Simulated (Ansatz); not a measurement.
# Co2Si: the cost of one run

Program: Ansatz 0.2.0. Level of theory: DFT PBE, scalar-relativistic, plane waves, PAW. These are calculated values, not measurements.

1 further run of the same task is left out (it didn't finish).

## (1) The system as given

The structure is orthorhombic, space group Cmmm (No. 65). The conventional cell has a = 4.913 Å, b = 5.816 Å, c = 3.049 Å, α = 90.00°, β = 90.00°, γ = 90.00°. Around Co (site symmetry 2/m) lie 2 Si at 1.90 Å. Si (site symmetry mmm) is surrounded by 4 Co at 1.90 Å.

Structure file:

```cif
data_structure
_symmetry_space_group_name_H-M 'Cmmm'
_symmetry_Int_Tables_number 65
_cell_length_a 4.9125
_cell_length_b 5.8165
_cell_length_c 3.0490
_cell_angle_alpha 90.000
_cell_angle_beta 90.000
_cell_angle_gamma 90.000
_cell_volume 87.12
loop_
_atom_site_label
_atom_site_type_symbol
_atom_site_symmetry_multiplicity
_atom_site_Wyckoff_symbol
_atom_site_fract_x
_atom_site_fract_y
_atom_site_fract_z
_atom_site_occupancy
Co1 Co 4 f 0.25000 0.25000 0.50000 1
Si1 Si 2 c 0.50000 0.00000 0.50000 1
```

The cell is invented: random cell by space group and Wyckoff sites (Cmmm, No. 65). Its size is a rough estimate.

## (2) The guess as it stands, on a coarse mesh

Input file input.yaml:

```yaml
crystal:
  lattice:
    - [2.45626119, -2.90824326, 0.0]
    - [2.45626119, 2.90824326, 0.0]
    - [0.0, 0.0, 3.04895134]
  atoms:
    - { symbol: Co, position: [0.0, 0.5, 0.5], spin: 3.0 }
    - { symbol: Co, position: [0.5, 0.0, 0.5], spin: 3.0 }
    - { symbol: Si, position: [0.5, 0.5, 0.5] }
basis:
  ecutwfc: 420
kpoints:
  mp_grid: { grid: [4, 4, 6] }
hamiltonian:
  xc: pbe
scf:
  occupations: { method: gaussian, width: 0.1 }
  lower_state_search: "off"
output:
  forces: true
  stress: true
  eigenvalues: true
  populations: true
magnetization:
  spin_polarized: true
```

Launch:

```
$ ansatz run input.yaml --threads 1 --pin off --max-ram 2560MiB --backend cpu --events-out ev --progress --plain --runs-dir out
```

Q: Estimate wall time and peak memory on 1 thread of Arm Neoverse V1, shared host.

About 7.3 s, with a peak of 0.33 GiB.
